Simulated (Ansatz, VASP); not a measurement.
# One calculation of RbH3, two programs

```xyz
4
Lattice="2.2112 -3.6935 0.0000 2.2112 3.6935 0.0000 0.0000 0.0000 3.5983" Properties=species:S:1:pos:R:3 pbc="T T T"
Rb    0.0000    0.0000    0.0000
H     2.2112   -1.0500    1.7991
H     2.2112    1.0500    1.7991
H     2.2112    0.0000    1.7991
```

Alike in both runs: functional PBE; k mesh 8 × 8 × 8; occupations gaussian, width 0.02 eV; no spin polarisation.

Ansatz relaxed the structure, and its values are those at the end. VASP's run is a single point on that final structure, the one shown.

|  | VASP | Ansatz |
| --- | --- | --- |
| version | VASP 6.6.1 | Ansatz 0.2.0 |
| potentials or method | VASP PAW PBE potentials, release 64 (Rb_sv, H) | scalar-relativistic, plane waves, PAW |
| plane-wave cutoff (eV) | 520 | 420 |
| valence electrons in the cell | 12 | 12 |

```csv
,VASP,Ansatz,Ansatz less VASP
gap on the k mesh at the Fermi level (eV),0.98,0.98,0.000
least direct gap on the mesh (eV),0.98,0.98,0.000
pressure (GPa),-0.1,0.0,+0.05
```

A k mesh can miss the band edges.
